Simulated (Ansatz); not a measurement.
Take a crystal in which Se has been replaced by O on all its sites, with the cell rescaled by a rough guess (in some cases also distorted within its space group) and nothing relaxed:

```cif
data_structure
_symmetry_space_group_name_H-M 'P 1'
_symmetry_Int_Tables_number 1
_cell_length_a 3.5172
_cell_length_b 3.5172
_cell_length_c 3.5855
_cell_angle_alpha 90.000
_cell_angle_beta 90.000
_cell_angle_gamma 120.000
_cell_volume 38.41
loop_
_atom_site_label
_atom_site_type_symbol
_atom_site_fract_x
_atom_site_fract_y
_atom_site_fract_z
_atom_site_occupancy
Y1 Y 0.00000 0.00000 0.00000 1
H1 H 0.33333 0.66667 0.00000 1
O1 O 0.66667 0.33333 0.50000 1
```

Theory: Ansatz 0.2.0, DFT PBEsol, scalar-relativistic, plane waves, PAW.

Cutoff 420 eV; k points 9×9×8 on the computed 3-atom cell (Γ-centred); Gaussian smearing, width 0.02 eV; no spin polarisation.

Problem. What pressure does the cell carry?

Solution. The pressure is -16.5 GPa (positive in compression), so the cell would contract.

Problem. Is it a metal on this mesh?

Solution. No: the gap is 2.46 eV, the least direct gap 3.48 eV.

Problem. What is its energy against the elements in their standard states?

Solution. -1.845 eV/atom at this unrelaxed geometry, with the elements in the same functional.

An odd mesh misses points on the zone edge, so a gap read on it can be too wide.